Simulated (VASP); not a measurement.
## C: relaxation of cell and atoms with PBEsol+D3

C:

```
C
1.0
     2.52210    0.00000    0.00000
    -1.26105    2.18420    0.00000
     0.00000    0.00000    8.23710
C
8
Direct
  0.66667 0.33333 0.84375
  0.33333 0.66667 0.34375
  0.66667 0.33333 0.65625
  0.33333 0.66667 0.15625
  0.00000 0.00000 0.90625
  0.00000 0.00000 0.40625
  0.00000 0.00000 0.59375
  0.00000 0.00000 0.09375
```

This is a hexagonal form of diamond, not graphite.

```
Program                : VASP 6.6.1
Task                   : relaxation of cell and atoms
Functional             : PBEsol
Dispersion             : D3
Potentials or basis    : VASP PAW PBE potentials, release 64 (C)
Cutoff                 : 600 eV
k mesh                 : 12 × 12 × 4
Occupations            : fermi-dirac, width 0.05 eV
Spin                   : no spin polarisation
Further INCAR settings : ALGO = Normal; EDIFF = 1e-06; IBRION = 2; EDIFFG = -0.01; NSW = 40; ISIF = 3
```

```
Relaxed volume                         : 5.59 Å³/atom
Relaxed cell                           : a = 2.502 Å, b = 2.502 Å, c = 8.252 Å, α = 90.00°, β = 90.00°, γ = 120.00°
Space group after relaxing (to 0.05 Å) : P6_3/mmc (No. 194)
Energy gained by relaxing              : 4.0 meV/atom
Ionic steps                            : 8
Pressure after relaxing                : 0.0 GPa
Band gap on the k mesh                 : 4.44 eV, indirect (least direct gap 5.28 eV)
Dispersion energy per atom             : -0.086 eV
```

Forces on the atoms (eV/Å):
```
C    0.000  0.000 -0.002
C    0.000  0.000 -0.002
C    0.000  0.000  0.002
C    0.000  0.000  0.002
C    0.000  0.000  0.001
C    0.000  0.000  0.001
C    0.000  0.000 -0.001
C    0.000  0.000 -0.001
```

Step by step:
```tsv
step	energy change (eV)	largest force (eV/Å)	pressure (GPa)	volume (Å³)
1	0.0000	0.3264	-6.15	45.38
2	0.0227	0.5440	8.53	43.96
3	-0.0314	0.0643	-0.20	44.76
4	-0.0314	0.0720	-0.08	44.75
5	-0.0313	0.0819	0.37	44.70
6	-0.0316	0.0179	0.12	44.73
7	-0.0316	0.0246	-0.09	44.75
8	-0.0316	0.0021	0.01	44.74
```

Final structure:
```xyz
8
Lattice="2.5019 0.0000 0.0000 -1.2510 2.1667 0.0000 0.0000 0.0000 8.2523" Properties=species:S:1:pos:R:3 pbc="T T T"
C     1.2510    0.7222    6.9685
C     0.0000    1.4445    2.8424
C     1.2510    0.7222    5.4099
C     0.0000    1.4445    1.2837
C     0.0000    0.0000    7.4850
C     0.0000    0.0000    3.3588
C     1.2510    2.1667    4.8934
C     2.5019    0.0000    0.7673
```

Levels at points of the mesh, in eV from the valence-band top:
```
           k point  band 12  band 13  band 14  band 15  band 16  band 17  band 18  band 19  band 20  band 21
(0.00, 0.00, 0.00)    -1.76    -1.76    -0.24     0.00     0.00     5.28     5.28     5.46     7.10     7.10
(0.50, 0.00, 0.00)    -5.13    -5.04    -4.75    -3.76    -3.02     4.49     5.49     5.90     5.93     6.65
(0.00, 0.00, 0.50)    -2.68    -0.67    -0.67    -0.67    -0.67     6.06     6.06     6.06     6.06     6.72
(0.50, 0.00, 0.50)    -6.12    -4.83    -4.83    -3.74    -3.74     4.84     4.84     6.88     6.88     7.54
```

Wall time 3.2 min on 1 thread of Intel(R) Xeon(R) Platinum 8375C CPU @ 2.90GHz (Ice Lake), on a shared host, peak memory 0.22 GiB.

Caveat: the PAW data sets were made with another functional, which shifts forces and pressure a little. As with any semilocal functional, this PBEsol gap is likely too small.
